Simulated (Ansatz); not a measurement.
## Si: an elastic constant from a strain scan

Method: DFT PBE, scalar-relativistic, plane waves, PAW in Ansatz 0.2.0. Settings: plane waves to 420 eV, k-mesh 8×8×8 (Γ-centred), Gaussian smearing 0.05 eV. No spin polarisation. Energies are free energies at this smearing, counted from the undisturbed cell; pressure is positive in compression.

Zero of the scan (relaxed at this level):

```
Si
1.0
     0.00000    2.73488    2.73488
     2.73488    0.00000    2.73488
     2.73488    2.73488    0.00000
Si
2
Cartesian
  2.7349 2.7349 2.7349
  4.1023 4.1023 4.1023
```

The cell is strained by ε times the Voigt pattern (0, 0, 0, 1, 0, 0) (xx, yy, zz, yz, xz, xy; engineering shear) with fractional coordinates fixed. The cell holds 2 atoms in V0 = 40.91 Å³. The stress column is τ = (1/V0) dE/dε, got from the stress tensor σ (compression positive) at each point as −det(1 + εP) σ : P(1 + εP)⁻¹, with P the pattern as a tensor.

| ε | ΔE (meV/atom) | τ (GPa) |
| --- | --- | --- |
| -0.0175 | 1.931 | -1.730 |
| -0.0150 | 1.419 | -1.482 |
| -0.0125 | 0.984 | -1.235 |
| -0.0100 | 0.630 | -0.988 |
| -0.0075 | 0.354 | -0.741 |
| -0.0050 | 0.157 | -0.494 |
| -0.0025 | 0.038 | -0.247 |
| 0.0000 | 0.000 | 0.000 |
| 0.0025 | 0.038 | 0.247 |
| 0.0050 | 0.157 | 0.494 |
| 0.0075 | 0.354 | 0.741 |
| 0.0100 | 0.630 | 0.988 |
| 0.0125 | 0.984 | 1.235 |
| 0.0150 | 1.419 | 1.482 |
| 0.0175 | 1.931 | 1.730 |
| 0.0200 | ? | ? |

Q: Which combination of elastic constants does this scan measure, and how large is it?

A: For small ε, τ = τ0 + Kε with K = pᵀCp, which for this pattern is C44 in the cubic axes. The parabola through τ at ε = -0.0025, 0 and 0.0025 has slope K = 99 GPa at zero. The energies per cell, E = NΔE, of the wider pair ε = ±0.0175 give K = 2[E(ε₊)/ε₊ − E(ε₋)/ε₋]/[(ε₊ − ε₋)V0] = 99 GPa, in agreement. These are clamped-ion values.

Q: Predict the withheld row at ε = 0.0200 from the harmonic law, and compare.

A: ΔE = V0(τ0 ε + Kε²/2)/N = 2.522 meV/atom and τ = 1.98 GPa. The calculation gives 2.522 meV/atom and 1.98 GPa, a miss of 0.01 meV/atom at most, so the harmonic law still holds here.

Forces appear on the atoms along this scan, and letting them relax would lower the energy and soften the response.